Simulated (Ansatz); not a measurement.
# Cd under changes of volume

One of the cells (21.585 Å³/atom); the others are scaled copies at fixed shape and fractional positions:

```
Cd
1.0
     2.97887    0.00000    0.00000
    -1.48944    2.57978    0.00000
     0.00000    0.00000    5.61765
Cd
2
Cartesian
  1.4894 0.8599 4.2132
  0.0000 1.7199 1.4044
```

```yaml
Program: Ansatz 0.2.0
Functional: PBE
Potentials_or_basis: SSSP efficiency PAW
Cutoff: 1361 eV
Density_cutoff: 13606 eV
k_mesh: 10 × 10 × 5
Occupations: fermi-dirac, width 0.05 eV
Spin: no spin polarisation
```

| volume (Å³/atom) | energy over the lowest point (meV/atom) | pressure (GPa) |
| --- | --- | --- |
| 20.290 | 49.78 | 7.4 |
| 20.722 | 32.16 | 5.7 |
| 21.154 | 18.94 | 4.2 |
| 21.585 | ? | ? |
| 22.017 | 3.50 | 1.7 |
| 22.449 | 0.45 | 0.6 |
| 22.880 | 0.00 | -0.3 |

Problem. What does the run at 21.585 Å³/atom give?

Solution. Energy over the lowest point 9.51 meV/atom; pressure 2.8 GPa.

Worked out: A Birch-Murnaghan fit of order 3 (a polynomial in V^(-2/3)) to the other rows has its minimum at 22.74 Å³/atom with B0 = V·E''(V) = 47 GPa and B' = 5.8 at fixed shape and positions, which overstates the stiffness. It gives 9.54 meV/atom at 21.585 Å³/atom, against the run's 9.51, and -dE/dV = 2.8 GPa, against 2.8.

Energies are extrapolated to zero smearing.
